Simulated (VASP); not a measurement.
Input of a VASP 6.6.1 run:

File POSCAR:

```
MgS
1.0
    0.0000000000      2.8331200468      2.8331200468
    2.8331200468      0.0000000000      2.8331200468
    2.8331200468      2.8331200468      0.0000000000
S Mg
1 1
Direct
    0.2500000000      0.2500000000      0.2500000000
    0.0000000000      0.0000000000      0.0000000000
```

Contents of INCAR.step1:

```
SYSTEM = MgS
PREC = Accurate ; ENCUT = 450
EDIFF = 1E-8 ; ISMEAR = 0
SIGMA = 0.01 ; LREAL = .False.
LASPH = .True. ; NELM = 80
ALGO = Normal ; LWAVE = .True.
LCHARG = .False. ; GGA = PE
```

Contents of INCAR.step2:

```
SYSTEM = MgS
PREC = Accurate ; ENCUT = 450
EDIFF = 1E-8 ; ISMEAR = 0
SIGMA = 0.01 ; LREAL = .False.
LASPH = .True. ; NELM = 1
ALGO = Exact ; LWAVE = .True.
LCHARG = .False. ; GGA = PE
NBANDS = 123 ; LOPTICS = .True.
ISTART = 1
```

Contents of INCAR.step3:

```
SYSTEM = MgS
PREC = Accurate ; ENCUT = 450
EDIFF = 1E-8 ; ISMEAR = 0
SIGMA = 0.01 ; LREAL = .False.
LASPH = .True. ; ALGO = EVGW0
LWAVE = .False. ; LCHARG = .False.
GGA = PE ; NELMGW = 4
NBANDS = 123 ; ENCUTGW = 110
NOMEGA = 50 ; PRECFOCK = Fast
ISTART = 1 ; NBANDSGW = 12
```

The input KPOINTS:

```
Automatic mesh
0
Gamma
  4 4 4
  0 0 0
```

Potentials or basis: VASP PAW PBE potentials, release 64 (S_GW, Mg_GW).

The run is started by

```bash
$ cat potpaw_PBE.64/S_GW/POTCAR potpaw_PBE.64/Mg_GW/POTCAR > POTCAR
$ cp INCAR.step1 INCAR
$ mpirun -np 1 vasp_std > vasp.out
$ cp INCAR.step2 INCAR
$ mpirun -np 1 vasp_std > vasp.out
$ cp INCAR.step3 INCAR
$ mpirun -np 1 vasp_std > vasp.out
```

Predict the quasiparticle gap.

5.36 eV.

Estimate the least direct quasiparticle gap.

5.36 eV.

Predict the band gap on the k mesh, mean-field level.

3.44 eV, direct.

Quasiparticle gap after each update of the energies (eV): 5.04, 5.30, 5.35, 5.36

Caveat: the k mesh is coarse (spacing up to 0.48 Å⁻¹), so the values aren't converged; bands, screening cutoff and mesh are small and nothing is extrapolated, so the quasiparticle values aren't converged. A k mesh can miss the band edges.
